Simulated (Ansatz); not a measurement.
Tetradymite Sb2Te3 was calculated with PBEsol in Ansatz (PAW).

Numerical settings: plane-wave cutoff 520 eV, 10×10×10 k mesh, scalar-relativistic PAW data made under PBE.

Computed at the level's own relaxed cell.

Problem. What does this level give for the Voigt–Reuss–Hill bulk modulus, Voigt–Reuss–Hill shear modulus (Hill average), elastic constant C44, elastic constant C13, elastic constant C33, elastic constant C11, elastic constant C12 and elastic constant C66?

Solution. 
- Voigt–Reuss–Hill bulk modulus: 38.5 GPa
- Voigt–Reuss–Hill shear modulus (Hill average): 24.6 GPa
- elastic constant C44: 33.9 GPa
- elastic constant C13: 26.2 GPa
- elastic constant C33: 48.2 GPa
- elastic constant C11: 80.1 GPa
- elastic constant C12: 20.3 GPa
- elastic constant C66: 29.9 GPa

Note: the cell comes from a level without a dispersion term, which matters for the spacing of layers, chains or molecules.

Elastic constants are with the ions relaxed.

Spin–orbit coupling is not included.

It cost very roughly 60 core-minutes of CPU time.

Ansatz is an electronic-structure program.
